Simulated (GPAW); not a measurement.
Input of a GPAW 26.7.0 run:

run.py

```python
from ase import Atoms
from ase.calculators.mixing import SumCalculator
from ase.filters import FrechetCellFilter
from ase.io import write
from ase.optimize import BFGS
from dftd3.ase import DFTD3
from gpaw import GPAW, PW, setup_paths

setup_paths.insert(0, '.')

atoms = Atoms(['Na', 'F'],
              cell=[[0.0, 2.32, 2.32],
                    [2.32, 0.0, 2.32],
                    [2.32, 2.32, 0.0]],
              scaled_positions=[[0.0, 0.0, 0.0],
                                [0.5, 0.5, 0.5]],
              pbc=True)

calc = GPAW(mode=PW(800),
            xc='PBEsol',
            kpts={'size': (10, 10, 10), 'gamma': True},
            occupations={'name': 'fermi-dirac', 'width': 0.05},
            nbands=15,
            convergence={'density': 1e-05, 'forces': 0.0001},
            maxiter=150,
            txt='gpaw.txt')
atoms.calc = SumCalculator([calc, DFTD3(damping='d3bj', params_tweaks=dict(method='pbesol', atm=True))])
opt = BFGS(FrechetCellFilter(atoms), trajectory='relax.traj', logfile='-')
done = opt.run(fmax=0.02, steps=60)
calc.write('gs.gpw')
write('result.traj', atoms)
print('Converged:', done)
print('Cell:', atoms.cell.cellpar().round(4))
print('Volume:', round(atoms.get_volume(), 4))
print(atoms.get_scaled_positions().round(5))
```

Potentials or basis: PAW data sets generated in the run's folder for this functional, pw.

Command:

```bash
$ gpaw-setup -f PBEsol F Na
$ OMP_NUM_THREADS=1 python run.py
```

Task: Estimate the relaxed volume.

Result: 11.81 Å³/atom.

Task: Predict the dispersion energy per atom.

Result: -0.156 eV.

Task: What does it give for the band gap on the k mesh?

Result: 6.46 eV, direct.

Task: What does it give for the relaxed cell?

Result: a = 3.221 Å, b = 3.221 Å, c = 3.221 Å, α = 60.00°, β = 60.00°, γ = 60.00°.

Final structure:
```
Na F
1.0
     0.00000    2.27739    2.27739
     2.27739    0.00000    2.27739
     2.27739    2.27739    0.00000
Na F
1 1
Direct
  0.00000 0.00000 0.00000
  0.50000 0.50000 0.50000
```

Caveat: later steps reuse the first step's grids. A k mesh can miss the band edges.
